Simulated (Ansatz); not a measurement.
**ZrO2 (P4_2/nmc): how the settings move a single-point run**

Aim: see which settings change the result for ZrO2 (P4_2/nmc), by how much, and at what cost.

Computed with Ansatz 0.2.0 (reference: DFT PBE, spin-orbit coupling, plane waves, PAW, unless a step's input says otherwise).

1 further run of the same task is left out (it didn't finish). Runs told in other sessions of the task aren't counted.

## Step 1: Starting point

It takes space group P4_2/nmc (No. 137, tetragonal). Conventional cell: a = 3.621 Å, b = 3.621 Å, c = 5.283 Å, α = 90.00°, β = 90.00°, γ = 90.00°. Zr (site symmetry -4m2) is surrounded by 4 O at 2.08 Å. Around O (site symmetry 2mm) lie 2 Zr at 2.08 Å.

Coordinates:

```cif
data_structure
_symmetry_space_group_name_H-M 'P4_2/nmc:1'
_symmetry_Int_Tables_number 137
_cell_length_a 3.6208
_cell_length_b 3.6208
_cell_length_c 5.2832
_cell_angle_alpha 90.000
_cell_angle_beta 90.000
_cell_angle_gamma 90.000
_cell_volume 69.26
loop_
_atom_site_label
_atom_site_type_symbol
_atom_site_symmetry_multiplicity
_atom_site_Wyckoff_symbol
_atom_site_fract_x
_atom_site_fract_y
_atom_site_fract_z
_atom_site_occupancy
Zr1 Zr 2 a 0.00000 0.00000 0.00000 1
O1 O 4 d 0.00000 0.50000 0.19281 1
```

## Step 2: The reference run

Input file input.yaml:

```yaml
crystal:
  lattice:
    - [3.6208211003, 0.0, 0.0]
    - [0.0, 3.6208211003, 0.0]
    - [0.0, 0.0, 5.2831522578]
  atoms:
    - { symbol: Zr, position: [0.0, 0.0, 0.0] }
    - { symbol: Zr, position: [0.5, 0.5, 0.5] }
    - { symbol: O, position: [0.0, 0.5, 0.1928116375] }
    - { symbol: O, position: [0.0, 0.5, 0.6928116375] }
    - { symbol: O, position: [0.5, 0.0, 0.3071883625] }
    - { symbol: O, position: [0.5, 0.0, 0.8071883625] }
basis:
  ecutwfc: 420
  ecutrho_ratio: 4
kpoints:
  mp_grid: { grid: [6, 6, 4] }
  band_path:
    path:
      - [[0.0, 0.0, 0.0], [0.0, 0.5, 0.0], [0.5, 0.5, 0.0], [0.0, 0.0, 0.0], [0.0, 0.0, 0.5], [0.0, 0.5, 0.5], [0.5, 0.5, 0.5], [0.0, 0.0, 0.5]]
      - [[0.0, 0.5, 0.0], [0.0, 0.5, 0.5]]
      - [[0.5, 0.5, 0.0], [0.5, 0.5, 0.5]]
    npoints: 10
hamiltonian:
  xc: pbe
scf:
  occupations: { method: gaussian, width: 0.05 }
  n_extra_bands: 38
output:
  forces: true
  stress: true
  eigenvalues: true
  populations: true
  dos: { projected: true, de: 0.02, nscf_kmesh: { grid: [9, 9, 6] } }
  bader: false
  write_density: true
  write_potential: true
  elf: true
  volumetric_format: npy
magnetization:
  noncollinear: true
  spin_orbit: true
checkpoint:
  read: start.run
  write: ck
  compress: false
  write_wavefunctions: false
  write_every: 100000
```

Run with:

```
> ansatz run input.yaml --threads 4 --pin off --max-ram 7168MiB --backend cpu --events-out ev --progress --plain --runs-dir out
```

## Step 3: Changed: scf.algorithm direct_min

Input file input.yaml:

```yaml
crystal:
  lattice:
    - [3.6208211003, 0.0, 0.0]
    - [0.0, 3.6208211003, 0.0]
    - [0.0, 0.0, 5.2831522578]
  atoms:
    - { symbol: Zr, position: [0.0, 0.0, 0.0] }
    - { symbol: Zr, position: [0.5, 0.5, 0.5] }
    - { symbol: O, position: [0.0, 0.5, 0.1928116375] }
    - { symbol: O, position: [0.0, 0.5, 0.6928116375] }
    - { symbol: O, position: [0.5, 0.0, 0.3071883625] }
    - { symbol: O, position: [0.5, 0.0, 0.8071883625] }
basis:
  ecutwfc: 420
  ecutrho_ratio: 4
kpoints:
  mp_grid: { grid: [6, 6, 4] }
hamiltonian:
  xc: pbe
scf:
  occupations: { method: gaussian, width: 0.05 }
  algorithm: direct_min
output:
  forces: true
  stress: true
magnetization:
  noncollinear: true
  spin_orbit: true
```

## Step 4: Variant: lower_state_search light, scf.algorithm direct_min

Input file input.yaml:

```yaml
crystal:
  lattice:
    - [3.6208211003, 0.0, 0.0]
    - [0.0, 3.6208211003, 0.0]
    - [0.0, 0.0, 5.2831522578]
  atoms:
    - { symbol: Zr, position: [0.0, 0.0, 0.0] }
    - { symbol: Zr, position: [0.5, 0.5, 0.5] }
    - { symbol: O, position: [0.0, 0.5, 0.1928116375] }
    - { symbol: O, position: [0.0, 0.5, 0.6928116375] }
    - { symbol: O, position: [0.5, 0.0, 0.3071883625] }
    - { symbol: O, position: [0.5, 0.0, 0.8071883625] }
basis:
  ecutwfc: 420
  ecutrho_ratio: 4
kpoints:
  mp_grid: { grid: [6, 6, 4] }
hamiltonian:
  xc: pbe
scf:
  occupations: { method: gaussian, width: 0.05 }
  lower_state_search: light
  algorithm: direct_min
output:
  forces: true
  stress: true
magnetization:
  noncollinear: true
  spin_orbit: true
```

## Step 5: Changed: ecutrho_ratio 8, xc_grid 1, hubbard.sites [{species: Zr, l: d, u_eff: 8.0}], hubbard.double_counting amf

Input file input.yaml:

```yaml
crystal:
  lattice:
    - [3.6208211003, 0.0, 0.0]
    - [0.0, 3.6208211003, 0.0]
    - [0.0, 0.0, 5.2831522578]
  atoms:
    - { symbol: Zr, position: [0.0, 0.0, 0.0] }
    - { symbol: Zr, position: [0.5, 0.5, 0.5] }
    - { symbol: O, position: [0.0, 0.5, 0.1928116375] }
    - { symbol: O, position: [0.0, 0.5, 0.6928116375] }
    - { symbol: O, position: [0.5, 0.0, 0.3071883625] }
    - { symbol: O, position: [0.5, 0.0, 0.8071883625] }
basis:
  ecutwfc: 420
  ecutrho_ratio: 8
  xc_grid: 1
kpoints:
  mp_grid: { grid: [6, 6, 4] }
hamiltonian:
  xc: pbe
  hubbard: { sites: [{ species: Zr, l: d, u_eff: 8.0 }], double_counting: amf }
scf:
  occupations: { method: gaussian, width: 0.05 }
output:
  forces: true
  stress: true
magnetization:
  noncollinear: true
  spin_orbit: true
```

## Step 6: Changing settings: mp_grid.grid [2, 2, 1], accuracy medium

Input file input.yaml:

```yaml
crystal:
  lattice:
    - [3.6208211003, 0.0, 0.0]
    - [0.0, 3.6208211003, 0.0]
    - [0.0, 0.0, 5.2831522578]
  atoms:
    - { symbol: Zr, position: [0.0, 0.0, 0.0] }
    - { symbol: Zr, position: [0.5, 0.5, 0.5] }
    - { symbol: O, position: [0.0, 0.5, 0.1928116375] }
    - { symbol: O, position: [0.0, 0.5, 0.6928116375] }
    - { symbol: O, position: [0.5, 0.0, 0.3071883625] }
    - { symbol: O, position: [0.5, 0.0, 0.8071883625] }
basis:
  ecutwfc: 420
  ecutrho_ratio: 4
kpoints:
  mp_grid: { grid: [2, 2, 1] }
hamiltonian:
  xc: pbe
scf:
  occupations: { method: gaussian, width: 0.05 }
output:
  forces: true
  stress: true
magnetization:
  noncollinear: true
  spin_orbit: true
accuracy: medium
```

Before running it: what results should come out? Wanted: for each run, ending; energy change; pressure; gap; force.

The runs gave:

```csv
run,ending,energy change,pressure (GPa),gap (eV),force (eV/Å),cycles,time
reference,converged,0,0.0,4.06,0.00,-,71 s
1: scf.algorithm direct_min,converged,0.0 meV/atom,0.0,4.06,0.00,7,31 s
"2: lower_state_search light, scf.algorithm direct_min",converged,0.0 meV/atom,0.0,4.06,0.00,7,31 s
"3: ecutrho_ratio 8, xc_grid 1, hubbard.sites [{species: Zr, l: d, u_eff: 8.0}], hubbard.double_counting amf",converged,-36.8 meV/atom (Hubbard term changed: no physical gain or loss),0.0,4.60,0.15,8,11 s
"4: mp_grid.grid [2, 2, 1], accuracy medium",converged,+128.3 meV/atom,1.8,4.07,0.08,8,0.93 s
```

Times don't compare one to one where runs were asked for different outputs or read a saved state (see the inputs); cycles may leave out searches for a lower state.

Residual by cycle in the longest SCF loop of each run; runs are numbered as in the table. The quantity is the density residual dr2, in eV.

```csv
cycle,reference,run 1,run 2,run 3,run 4
1,2.2e-10,2.06,2.06,2.08,2.36
2,1.0e-10,0.679,0.679,0.895,0.966
3,7.6e-11,0.00289,0.00289,0.166,0.169
4,-,2.9e-5,2.9e-5,0.0109,0.00821
5,-,3.3e-6,3.3e-6,4.0e-4,4.0e-4
6,-,2.5e-7,2.5e-7,1.1e-5,1.0e-5
7,-,2.4e-9,2.4e-9,4.2e-7,1.9e-7
8,-,-,-,6.1e-9,3.3e-9
```

What this shows: Of the converged runs whose energies compare with the reference's, «mp_grid.grid [2, 2, 1], accuracy medium» moves the energy most (+128.3 meV/atom). A changed U is a change of model: its shifts are not errors of convergence. Of the variants the dearest is «lower_state_search light, scf.algorithm direct_min» (31 s), the cheapest «mp_grid.grid [2, 2, 1], accuracy medium» (0.93 s), on a shared host.
